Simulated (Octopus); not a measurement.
**Ge in Octopus: the effect of functional**

Ge:

```
Ge
1.0
     0.00000    2.82891    2.82891
     2.82891    0.00000    2.82891
     2.82891    2.82891    0.00000
Ge
2
Direct
  0.75000 0.75000 0.75000
  0.50000 0.50000 0.50000
```

Alike in all runs:

```yaml
Program: Octopus 16.4
Task: single point
Potentials_or_basis: sg15 (PBE)
Grid_spacing: 0.167 Å
k_mesh: 4 × 4 × 4
Occupations: fermi-dirac, width 0.05 eV
Spin: no spin polarisation
```

```csv
functional,gap on the mesh (eV)
LDA,0.07
r2SCAN,none
SCAN,0.15
TPSS,0.15
TASK,none
TB-mBJ,?
HSE06,0.80
```

Task: What does the run with functional TB-mBJ give?

Result: gap on the mesh 1.27 eV.

Caveats: all runs use coarse meshes; a model potential gives levels but no total energy or forces (some runs); this version prints wrong total energies and forces for exact exchange in crystals, so they aren't listed (some runs).

A k mesh can miss the band edges.

A gap of «none» marks a metal or a gap under the smearing width.

Runs at the PBE level aren't shown here.
